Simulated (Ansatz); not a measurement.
# ZnS: shifting one sublattice

The task, for ZnS: measure how stiffly every S atom is held.

Method: DFT r2SCAN, scalar-relativistic, plane waves, PAW, in Ansatz 0.2.0.

**1. The starting structure**

The structure is hexagonal, space group P6_3mc (No. 186). The conventional cell has a = 3.811 Å, b = 3.811 Å, c = 6.234 Å, α = 90.00°, β = 90.00°, γ = 120.00°. Zn (site symmetry 3m) has 4 S at 2.31 to 2.40 Å in its first shell of neighbours. S (site symmetry 3m) is surrounded by 4 Zn at 2.31 to 2.40 Å.

Coordinates:

```cif
data_structure
_symmetry_space_group_name_H-M 'P6_3mc'
_symmetry_Int_Tables_number 186
_cell_length_a 3.8110
_cell_length_b 3.8110
_cell_length_c 6.2340
_cell_angle_alpha 90.000
_cell_angle_beta 90.000
_cell_angle_gamma 120.000
_cell_volume 78.41
loop_
_atom_site_label
_atom_site_type_symbol
_atom_site_symmetry_multiplicity
_atom_site_Wyckoff_symbol
_atom_site_fract_x
_atom_site_fract_y
_atom_site_fract_z
_atom_site_occupancy
Zn1 Zn 2 b 0.33333 0.66667 0.00000 1
S1 S 2 b 0.33333 0.66667 0.38500 1
```

No relaxation comes first: the listed cell is the starting point.

**2. Zero of energy**

The reference gives a free energy of -8466.8668 eV, pressure 0.13 GPa, largest force 0.318 eV/Å and gap on the mesh 2.82 eV. It was computed beforehand with the settings of the runs below.

**3. Setting up shifting one sublattice**

Every S atom is moved by x along the Cartesian unit vector (0.577, 0.577, 0.577); the cell and all other atoms stay fixed. Forces below are components along that vector, summed over the moved atoms.

**4. x = -0.300 Å**

The input, input.yaml:

```yaml
crystal:
  lattice:
    - [3.8109987816, 0.0, 0.0]
    - [-1.9054993908, 3.3004217586, 0.0]
    - [0.0, 0.0, 6.234]
  atoms:
    - { symbol: Zn, position: [0.3333333333, 0.6666666667, 0.0] }
    - { symbol: Zn, position: [0.6666666667, 0.3333333333, 0.5] }
    - { symbol: S, position: [0.261644756, 0.6141869858, 0.3572160602] }
    - { symbol: S, position: [0.5949780894, 0.2808536524, 0.8572160602] }
basis:
  ecutwfc: 500
kpoints:
  mp_grid: { grid: [6, 6, 4] }
hamiltonian:
  xc: r2scan
scf:
  occupations: { method: gaussian, width: 0.05 }
output:
  forces: true
  stress: true
  eigenvalues: true
```

Run with:

```console
ansatz run input.yaml --threads 1 --pin off --max-ram 2560MiB --backend cpu --events-out ev --progress --plain --runs-dir out
```

**5. x = 0.225 Å**

input.yaml: that of step 4 with these lines changed.

```diff
@@ -8,4 +8,4 @@
     - { symbol: Zn, position: [0.6666666667, 0.3333333333, 0.5] }
-    - { symbol: S, position: [0.261644756, 0.6141869858, 0.3572160602] }
-    - { symbol: S, position: [0.5949780894, 0.2808536524, 0.8572160602] }
+    - { symbol: S, position: [0.3870997663, 0.7060264273, 0.4058379549] }
+    - { symbol: S, position: [0.7204330996, 0.372693094, 0.9058379549] }
 basis:
```

**6. x = -0.150 Å**

input.yaml: that of step 5 with these lines changed.

```diff
@@ -8,4 +8,4 @@
     - { symbol: Zn, position: [0.6666666667, 0.3333333333, 0.5] }
-    - { symbol: S, position: [0.3870997663, 0.7060264273, 0.4058379549] }
-    - { symbol: S, position: [0.7204330996, 0.372693094, 0.9058379549] }
+    - { symbol: S, position: [0.2974890447, 0.6404268262, 0.3711080301] }
+    - { symbol: S, position: [0.630822378, 0.3070934929, 0.8711080301] }
 basis:
```

**7. x = 0.075 Å**

input.yaml: that of step 6 with these lines changed.

```diff
@@ -8,4 +8,4 @@
     - { symbol: Zn, position: [0.6666666667, 0.3333333333, 0.5] }
-    - { symbol: S, position: [0.2974890447, 0.6404268262, 0.3711080301] }
-    - { symbol: S, position: [0.630822378, 0.3070934929, 0.8711080301] }
+    - { symbol: S, position: [0.3512554777, 0.6797865869, 0.391945985] }
+    - { symbol: S, position: [0.684588811, 0.3464532536, 0.891945985] }
 basis:
```

**8. Point x = 0.300 Å**

input.yaml: that of step 7 with these lines changed.

```diff
@@ -8,4 +8,4 @@
     - { symbol: Zn, position: [0.6666666667, 0.3333333333, 0.5] }
-    - { symbol: S, position: [0.3512554777, 0.6797865869, 0.391945985] }
-    - { symbol: S, position: [0.684588811, 0.3464532536, 0.891945985] }
+    - { symbol: S, position: [0.4050219106, 0.7191463476, 0.4127839398] }
+    - { symbol: S, position: [0.738355244, 0.3858130142, 0.9127839398] }
 basis:
```

**9. x = -0.225 Å**

input.yaml: that of step 8 with these lines changed.

```diff
@@ -8,4 +8,4 @@
     - { symbol: Zn, position: [0.6666666667, 0.3333333333, 0.5] }
-    - { symbol: S, position: [0.4050219106, 0.7191463476, 0.4127839398] }
-    - { symbol: S, position: [0.738355244, 0.3858130142, 0.9127839398] }
+    - { symbol: S, position: [0.2795669004, 0.627306906, 0.3641620451] }
+    - { symbol: S, position: [0.6129002337, 0.2939735727, 0.8641620451] }
 basis:
```

**10. x = 0.150 Å**

input.yaml: that of step 9 with these lines changed.

```diff
@@ -8,4 +8,4 @@
     - { symbol: Zn, position: [0.6666666667, 0.3333333333, 0.5] }
-    - { symbol: S, position: [0.2795669004, 0.627306906, 0.3641620451] }
-    - { symbol: S, position: [0.6129002337, 0.2939735727, 0.8641620451] }
+    - { symbol: S, position: [0.369177622, 0.6929065071, 0.3988919699] }
+    - { symbol: S, position: [0.7025109553, 0.3595731738, 0.8988919699] }
 basis:
```

**11. Point x = -0.075 Å**

input.yaml: that of step 10 with these lines changed.

```diff
@@ -8,4 +8,4 @@
     - { symbol: Zn, position: [0.6666666667, 0.3333333333, 0.5] }
-    - { symbol: S, position: [0.369177622, 0.6929065071, 0.3988919699] }
-    - { symbol: S, position: [0.7025109553, 0.3595731738, 0.8988919699] }
+    - { symbol: S, position: [0.315411189, 0.6535467464, 0.378054015] }
+    - { symbol: S, position: [0.6487445223, 0.3202134131, 0.878054015] }
 basis:
```

**12. At x = 0.263 Å**

input.yaml: that of step 11 with these lines changed.

```diff
@@ -8,4 +8,4 @@
     - { symbol: Zn, position: [0.6666666667, 0.3333333333, 0.5] }
-    - { symbol: S, position: [0.315411189, 0.6535467464, 0.378054015] }
-    - { symbol: S, position: [0.6487445223, 0.3202134131, 0.878054015] }
+    - { symbol: S, position: [0.3960608385, 0.7125863875, 0.4093109473] }
+    - { symbol: S, position: [0.7293941718, 0.3792530541, 0.9093109473] }
 basis:
```

(Steps that only read results are left out.)

What does the calculation give?

**Answer**, as computed:

| quantity | value |
| --- | --- |
| force constant along x, over ±0.075 Å | 11.96 eV/Å² for the 2 moved atoms together |

**Reading.** The restoring force grows by 11.96 eV/Å per Å near the site for the 2 atoms together, 5.98 on average. The undisturbed cell stays the lowest of the sampled points. The well is lopsided: x = 0.300 Å costs 768 meV against 343 meV on the other side, and the dearer side brings atoms closer together. The gap on the mesh stays between 2.70 and 2.86 eV.
